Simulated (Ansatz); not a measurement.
Slab: P, a slab with vacuum.

```
P
1.0
     3.28373    0.00000    0.00000
     0.00000   34.85703    0.00000
     0.00000    0.00000    4.63208
P
4
Direct
  0.50000 0.97026 0.90785
  0.50000 0.02974 0.09215
  0.00000 0.02974 0.40785
  0.00000 0.97026 0.59215
```

Base run:

* Program: Ansatz 0.2.0
* Functional: HSE06
* Potentials or basis: Ansatz PAW
* Cutoff: 420 eV (not typed: the program's choice for these potentials)
* k mesh: 5 × 1 × 4
* Occupations: fermi-dirac, width 0.05 eV
* Spin: no spin polarisation

Its results: band gap on the k mesh 1.60 eV, direct; largest force 0.132 eV/Å.

Question: The run is repeated on the same cell with these changes: functional from HSE06 to PBEsol. What comes out?

Answer: Band gap on the k mesh 0.88 eV, direct; largest force 0.265 eV/Å.

HSE06 gives the wider gap, since exact exchange removes part of the self-interaction.

Caveats: odd divisions of the mesh miss points on the zone boundary, where band edges often lie, so the gap on the mesh can be too wide; the PAW data sets come from PBE, with cores solved anew for the run's functional, which leaves a small shift of forces and pressure.

A k mesh can miss the band edges.
